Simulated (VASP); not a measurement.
# CdTe (F-43m) in VASP: further runs, part 3 of 3

VASP 6.6.1.

## (5) Single point, LDA (grid = ENCUT=400 dk=0.45 cell=3x3x3 ISMEAR=0 SIGMA=0.05 LREAL=Auto EDIFF=1e-06)

The input, INCAR:

```
SYSTEM = CdTe
PREC = Accurate ; ENCUT = 400
EDIFF = 1E-6 ; ISMEAR = 0
SIGMA = 0.05 ; LREAL = Auto
LASPH = .True. ; NELM = 120
ALGO = Fast ; ISIF = 2
LWAVE = .False. ; LCHARG = .False.
GGA = CA ; NBANDS = 261
NCORE = 1 ; KPAR = 2
```

The input, KPOINTS:

```
Automatic mesh
0
Gamma
  2 2 2
  0 0 0
```

The input, POSCAR:

```
CdTe
1.0
    0.0000000000      9.6150000000      9.6150000000
    9.6150000000      0.0000000000      9.6150000000
    9.6150000000      9.6150000000      0.0000000000
Cd Te
27 27
Direct
    0.2500000000      0.2500000000      0.2500000000
    0.0000000000      0.0000000000      0.0000000000
    0.0000000000      0.0000000000      0.3333333333
    0.0000000000      0.0000000000      0.6666666667
    0.0000000000      0.3333333333      0.0000000000
    0.0000000000      0.3333333333      0.3333333333
    0.0000000000      0.3333333333      0.6666666667
    0.0000000000      0.6666666667      0.0000000000
    0.0000000000      0.6666666667      0.3333333333
    0.0000000000      0.6666666667      0.6666666667
    0.3333333333      0.0000000000      0.0000000000
    0.3333333333      0.0000000000      0.3333333333
    0.3333333333      0.0000000000      0.6666666667
    0.3333333333      0.3333333333      0.0000000000
    0.3333333333      0.3333333333      0.6666666667
    0.3333333333      0.6666666667      0.0000000000
    0.3333333333      0.6666666667      0.3333333333
    0.3333333333      0.6666666667      0.6666666667
    0.6666666667      0.0000000000      0.0000000000
    0.6666666667      0.0000000000      0.3333333333
    0.6666666667      0.0000000000      0.6666666667
    0.6666666667      0.3333333333      0.0000000000
    0.6666666667      0.3333333333      0.3333333333
    0.6666666667      0.3333333333      0.6666666667
    0.6666666667      0.6666666667      0.0000000000
    0.6666666667      0.6666666667      0.3333333333
    0.6666666667      0.6666666667      0.6666666667
    0.2500000000      0.2500000000      0.5833333333
    0.2500000000      0.2500000000      0.9166666667
    0.2500000000      0.5833333333      0.2500000000
    0.2500000000      0.5833333333      0.5833333333
    0.2500000000      0.5833333333      0.9166666667
    0.2500000000      0.9166666667      0.2500000000
    0.2500000000      0.9166666667      0.5833333333
    0.2500000000      0.9166666667      0.9166666667
    0.5833333333      0.2500000000      0.2500000000
    0.5833333333      0.2500000000      0.5833333333
    0.5833333333      0.2500000000      0.9166666667
    0.5833333333      0.5833333333      0.2500000000
    0.5833333333      0.5833333333      0.5833333333
    0.5833333333      0.5833333333      0.9166666667
    0.5833333333      0.9166666667      0.2500000000
    0.5833333333      0.9166666667      0.5833333333
    0.5833333333      0.9166666667      0.9166666667
    0.9166666667      0.2500000000      0.2500000000
    0.9166666667      0.2500000000      0.5833333333
    0.9166666667      0.2500000000      0.9166666667
    0.9166666667      0.5833333333      0.2500000000
    0.9166666667      0.5833333333      0.5833333333
    0.9166666667      0.5833333333      0.9166666667
    0.9166666667      0.9166666667      0.2500000000
    0.9166666667      0.9166666667      0.5833333333
    0.9166666667      0.9166666667      0.9166666667
    0.3333333333      0.3333333333      0.3333333333
```

Potentials or basis: VASP PAW LDA potentials, release 64 (Cd, Te).

On the command line:

```bash
$ cat potpaw_LDA.64/Cd/POTCAR potpaw_LDA.64/Te/POTCAR > POTCAR
$ mpirun -np 4 vasp_std > vasp.out
```

OUTCAR:

```text
SYSTEM = CdTe
   PREC = Accurate
   ENCUT = 400
   EDIFF = 1E-6
   ISMEAR = 0
   LREAL = Auto
   LASPH = .True.
   NELM = 120
   ISIF = 2
   GGA = CA

 Found      4 irreducible k-points:

 Following reciprocal coordinates:
            Coordinates               Weight
  0.000000  0.000000  0.000000      1.000000
  0.500000  0.000000  0.000000      3.000000
  0.500000  0.500000  0.500000      1.000000
  0.500000  0.500000  0.000000      3.000000
   k-points           NKPTS =      4   k-points in BZ     NKDIM =      4   number of bands    NBANDS=    262
   number of dos      NEDOS =    301   number of ions     NIONS =     54
   total plane-waves  NPLWV = 729000
   dimension x,y,z NGX =    90 NGY =   90 NGZ =   90
   dimension x,y,z NGXF=   180 NGYF=  180 NGZF=  180
   ions per type =              27  27
   NGX,Y,Z   is equivalent  to a cutoff of  11.00, 11.00, 11.00 a.u.
   NGXF,Y,Z  is equivalent  to a cutoff of  22.01, 22.01, 22.01 a.u.
 SYSTEM =  CdTe
   PREC   = accura    normal or accurate (medium, high low for compatibility)
   ISTART =      0    job   : 0-new  1-cont  2-samecut
   ICHARG =      2    charge: 1-file 2-atom 10-const
   ISPIN  =      1    spin polarized calculation?
   LNONCOLLINEAR =      F non collinear calculations
[... 65 lines left out ...]
      2      -8.9027      2.00000
      3      -8.8549      2.00000
      4      -8.8549      2.00000
      5      -8.6371      2.00000
      6      -8.6269      2.00000
[... 1021 lines left out ...]
    254       5.1306      0.00000
    255       5.1663      0.00000
 [bands above 255 left out]

------------------------ aborting loop because EDIFF is reached ----------------------------------------

  FORCE on cell =-STRESS in cart. coord.  units (eV):
  Direction    XX          YY          ZZ          XY          YZ          ZX
  --------------------------------------------------------------------------------------
  -------------------------------------------------------------------------------------
  Total        4.4224074      4.4224074      4.4224074     -1.0373561     -1.0373561     -1.0373561
  in kB        3.9855794      3.9855794      3.9855794     -0.9348902     -0.9348902     -0.9348902
  external PRESSURE =       3.9855794 kB  Pullay stress =       0.0000000 kB

 VOLUME and BASIS-vectors are now :
 -----------------------------------------------------------------------------
  energy-cutoff  :      400.00
  volume of cell :     1777.78
      direct lattice vectors                 reciprocal lattice vectors
     0.000000000  9.615000000  9.615000000    -0.052002080  0.052002080  0.052002080
     9.615000000  0.000000000  9.615000000     0.052002080 -0.052002080  0.052002080
     9.615000000  9.615000000  0.000000000     0.052002080  0.052002080 -0.052002080

 POSITION                                       TOTAL-FORCE (eV/Angst)
 -----------------------------------------------------------------------------------
      4.80750      4.80750      4.80750        -0.176032     -0.176032     -0.176032
      0.00000      0.00000      0.00000        -0.006449     -0.006449     -0.006449
      3.20500      3.20500      0.00000        -0.003937     -0.003937      0.016639
      6.41000      6.41000      0.00000         0.016090      0.016090      0.000315
      3.20500      0.00000      3.20500        -0.003937      0.016639     -0.003937
      6.41000      3.20500      3.20500        -0.165399      0.147158      0.147158
[... 46 lines left out ...]
     17.62750     17.62750     17.62750        -0.003964     -0.003964     -0.003964
      6.41000      6.41000      6.41000        -0.267809     -0.267809     -0.267809
 -----------------------------------------------------------------------------------
    total drift:                               -0.000502     -0.000502     -0.000501

  FREE ENERGIE OF THE ION-ELECTRON SYSTEM (eV)
  ---------------------------------------------------
  free  energy   TOTEN  =      -158.2862441302 eV

  energy  without entropy=     -158.2676615522  energy(sigma->0) =     -158.27695284
```

stdout:

```text
POSCAR found type information on POSCAR CdTe
 POSCAR found :  2 types and      54 ions
 scaLAPACK will be used
 LDA part: xc-table for (Slater(with rela. corr.)+CA(PZ))
 , standard interpolation
 -----------------------------------------------------------------------------
|                                                                             |
|           W    W    AA    RRRRR   N    N  II  N    N   GGGG   !!!           |
|           W    W   A  A   R    R  NN   N  II  NN   N  G    G  !!!           |
|           W    W  A    A  R    R  N N  N  II  N N  N  G       !!!           |
|           W WW W  AAAAAA  RRRRR   N  N N  II  N  N N  G  GGG   !            |
|           WW  WW  A    A  R   R   N   NN  II  N   NN  G    G                |
|           W    W  A    A  R    R  N    N  II  N    N   GGGG   !!!           |
|                                                                             |
|     The number of bands has been changed from the values supplied in        |
|     The orbitals not found in the WAVECAR file will be initialized with     |
|     random numbers, which is usually adequate. For correlated               |
|     calculations, however, you should redo the groundstate calculation.     |
|     I found NBANDS = 261. Now, NBANDS = 262.                                |
|                                                                             |
 -----------------------------------------------------------------------------

 POSCAR, INCAR and KPOINTS ok, starting setup
 FFT: planning ... GRIDC
 FFT: planning ... GRID_SOFT
 FFT: planning ... GRID
 WAVECAR not read
 entering main loop
```

Run time: 8.9 min. Hardware: 4 MPI ranks of Intel Xeon Platinum 8488C (Sapphire Rapids), shared host; peak memory 0.94 GiB.

These settings aren't checked as converged: the numbers below hold their error.

Results:

```
Free energy            : -158.2862 eV
Pressure               : 0.4 GPa
Largest force          : 1.552 eV/Å
Band gap on the k mesh : none (metal or under the smearing width)
```
